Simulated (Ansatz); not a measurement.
# Cr (sc type): the cost of one run

Computed with Ansatz 0.2.0 (DFT PBE, with the methods named in each step, unless a step's input says otherwise).

This is Cr in the simple cubic structure; at room conditions it is bcc.

1 further run of the same task is left out (it didn't finish).

### Step 1. Starting point

It takes space group Pm-3m (No. 221, cubic). The conventional cell has a = 2.341 Å, b = 2.341 Å, c = 2.341 Å, α = 90.00°, β = 90.00°, γ = 90.00°. Cr (site symmetry m-3m) has 6 Cr at 2.34 Å as nearest neighbours.

Coordinates:

```
CELL_PARAMETERS angstrom
2.34063 0.00000 0.00000
0.00000 2.34063 0.00000
0.00000 0.00000 2.34063
ATOMIC_POSITIONS crystal
Cr 0.00000 0.00000 0.00000
```

Whether this phase is the stable one at these pressures isn't tested.

### Step 2. The reference volume, LAPW

The input, input.yaml:

```yaml
crystal:
  lattice:
    - [2.3406272981, 0.0, 0.0]
    - [0.0, 2.3406272981, 0.0]
    - [0.0, 0.0, 2.3406272981]
  atoms:
    - { symbol: Cr, position: [0.0, 0.0, 0.0], spin: 2.0 }
magnetization:
  spin_polarized: true
kpoints:
  mp_grid: { grid: [16, 16, 16] }
  band_path:
    path:
      - [0.0, 0.0, 0.0]
      - [0.0, 0.5, 0.0]
      - [0.5, 0.5, 0.0]
      - [0.0, 0.0, 0.0]
      - [0.5, 0.5, 0.5]
      - [0.0, 0.5, 0.0]
      - [0.5, 0.5, 0.5]
      - [0.5, 0.5, 0.0]
    npoints: 14
scf:
  occupations: { method: fermi_dirac, width: 0.05 }
hamiltonian:
  xc: pbe
  pseudopotentials: { kind: all_electron, lapw: { basis_error: 0.001 } }
output:
  forces: true
  stress: true
  eigenvalues: true
  populations: true
  dos: { projected: true, de: 0.2, e_range: [-14, 8] }
```

The run is started by

```bash
$ ansatz run input.yaml --threads 1 --pin off --max-ram 3072MiB --backend cpu --events-out ev --progress --plain --runs-dir out
```

What time and memory should one allow on 1 thread of Intel Xeon 6975P-C (Granite Rapids), shared host?

About 19 s, with a peak of 0.49 GiB.
